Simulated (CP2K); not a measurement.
Runs of CP2K 2026.2 on Rh. Symmetry: Fm-3m, No. 225, cubic system. Conventional cell: a = 3.796 Å, b = 3.796 Å, c = 3.796 Å, α = 90.00°, β = 90.00°, γ = 90.00°. Around Rh (site symmetry m-3m) lie 12 Rh at 2.68 Å. 

```tsv
task	level	potentials or basis	smearing	EPS_DEFAULT	basis sets	potentials	points a segment of the path (NPOINTS)	bands added on the path	gap on the mesh (eV)	pressure (GPa)
band structure	r2SCAN	POTENTIAL_UZH Rh GTH-SCAN-q17; TZVP-MOLOPT-SCAN-GTH basis	fermi-dirac 0.01 eV	1.0E-9	Rh TZVP-MOLOPT-SCAN-GTH-q17	Rh GTH-SCAN-q17 of POTENTIAL_UZH	8	2	none	(b)
band structure	LDA	GTH_POTENTIALS Rh GTH-PADE-q17; TZVP-MOLOPT-PBE-GTH basis	fermi-dirac 0.05 eV	1.0E-10	Rh TZVP-MOLOPT-PBE-GTH-q17	Rh GTH-PADE-q17 of GTH_POTENTIALS	6	4	none	-15.8
single point	PBE	POTENTIAL_UZH Rh GTH-PBE-q17; TZVP-MOLOPT-PBE-GTH basis	fermi-dirac 0.05 eV	1.0E-10	Rh TZVP-MOLOPT-PBE-GTH-q17	Rh GTH-PBE-q17 of POTENTIAL_UZH	-	-	none	(a)
band structure	WC	POTENTIAL_UZH Rh GTH-PBE-q17; TZVP-MOLOPT-PBE-GTH basis	fermi-dirac 0.05 eV	1.0E-9	Rh TZVP-MOLOPT-PBE-GTH-q17	Rh GTH-PBE-q17 of POTENTIAL_UZH	8	4	none	1.1
band structure	PBE	POTENTIAL_UZH Rh GTH-PBE-q17; TZVP-MOLOPT-PBE-GTH basis	fermi-dirac 0.01 eV	1.0E-9	Rh TZVP-MOLOPT-PBE-GTH-q17	Rh GTH-PBE-q17 of POTENTIAL_UZH	10	2	none	9.6
```

Alike in all rows: no spin polarisation; cell as given; k mesh 12 × 12 × 12.

**Question.** Estimate the missing entries.

**Answer.** (a) 9.7; (b) 13.9.

Caveats: the basis of atomic orbitals isn't converged, which shifts pressures, moduli and gaps; so large a pressure means that the cell lies far from this level's equilibrium, or that cutoff or potentials fall short (some runs); the potentials were made for another functional, which shifts forces and pressure (some runs).

A k mesh can miss the band edges, and the runs leave out spin-orbit coupling on Rh.

A gap of «none» marks a metal or a gap under the smearing width.

Not every run made on this cell is shown here.
